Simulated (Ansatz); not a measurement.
# KF: band gap under strain

Aim: follow the gap of KF built on the rocksalt prototype through these states: no strain; +2.0 % shear in the xy plane; -0.5 % biaxial strain in the (111) plane, free along [111]. The table at the end shows which levels were run.

Program: Ansatz 0.2.0. PAW datasets, plane waves. Calculated at 0 K for a non-magnetic cell.

## Step 1: The cell

The unstrained cell was relaxed with r2SCAN; in each strained cell the atoms were relaxed again with r2SCAN. Names of k-points are those of the unstrained zone, where strain can split equivalent points. First state: no strain.

Space group Fm-3m (No. 225), cubic; conventional cell a = 5.318 Å, 18.80 Å³ an atom. Near K stand 6 F at 2.66 Å; near F stand 6 K at 2.66 Å.

As a file:

```cif
data_structure
_symmetry_space_group_name_H-M 'Fm-3m'
_symmetry_Int_Tables_number 225
_cell_length_a 5.3179
_cell_length_b 5.3179
_cell_length_c 5.3179
_cell_angle_alpha 90.000
_cell_angle_beta 90.000
_cell_angle_gamma 90.000
_cell_volume 150.39
loop_
_atom_site_label
_atom_site_type_symbol
_atom_site_symmetry_multiplicity
_atom_site_Wyckoff_symbol
_atom_site_fract_x
_atom_site_fract_y
_atom_site_fract_z
_atom_site_occupancy
K1 K 4 a 0.00000 0.00000 0.00000 1
F1 F 4 b 0.50000 0.00000 0.00000 1
```

## Step 2: No strain: PBE

File input.yaml:

```yaml
crystal:
  lattice:
    - [0.0, 2.6589605554, 2.6589605554]
    - [2.6589605554, 0.0, 2.6589605554]
    - [2.6589605554, 2.6589605554, 0.0]
  atoms:
    - { symbol: K, position: [0.0, 0.0, 0.0] }
    - { symbol: F, position: [0.5, 0.5, 0.5] }
kpoints:
  mp_grid: { grid: [8, 8, 8] }
  band_path:
    path:
      - [0.0, 0.0, 0.0]
      - [0.5, 0.0, 0.5]
      - [0.625, 0.25, 0.625]
      - [0.375, 0.375, 0.75]
      - [0.5, 0.5, 0.5]
      - [0.5, 0.25, 0.75]
    npoints: 1
hamiltonian:
  xc: pbe
scf:
  occupations: { method: fermi_dirac, width: 0.02 }
  n_extra_bands: 4
output:
  forces: true
  stress: true
  eigenvalues: true
```

The runs that follow: No strain: r2SCAN; No strain: HSE06; No strain: G0W0@PBE; +2.0 % shear in the xy plane: PBE; +2.0 % shear in the xy plane: r2SCAN; +2.0 % shear in the xy plane: HSE06; +2.0 % shear in the xy plane: G0W0@PBE; -0.5 % biaxial strain in the (111) plane, free along [111]: PBE; -0.5 % biaxial strain in the (111) plane, free along [111]: r2SCAN; -0.5 % biaxial strain in the (111) plane, free along [111]: HSE06; -0.5 % biaxial strain in the (111) plane, free along [111]: G0W0@PBE.

**Question.** What will these runs give?

As calculated:

Least gap in eV (negative: overlap), with the change from the unstrained cell in brackets. G0W0 is on its own coarse mesh.

```
                                                     state  volume change (%)           PBE        r2SCAN         HSE06          G0W0
                                                 no strain               +0.0          6.26          6.91          8.26          9.70
                              +2.0 % shear in the xy plane               -0.0  6.25 (-0.01)  6.90 (-0.01)  8.25 (-0.01)  9.69 (-0.01)
-0.5 % biaxial strain in the (111) plane, free along [111]               -0.6  6.29 (+0.03)  6.94 (+0.03)  8.29 (+0.03)  9.73 (+0.03)
```

**Reading.** The HSE06 gap hardly moves: by 0.029 eV at most. PBE and HSE06 differ by 2.00 eV on the unstrained gap, and by at most 0.00 eV on its change. G0W0 here is at a finite number of bands, screening cutoff and k mesh, not at the basis limit.
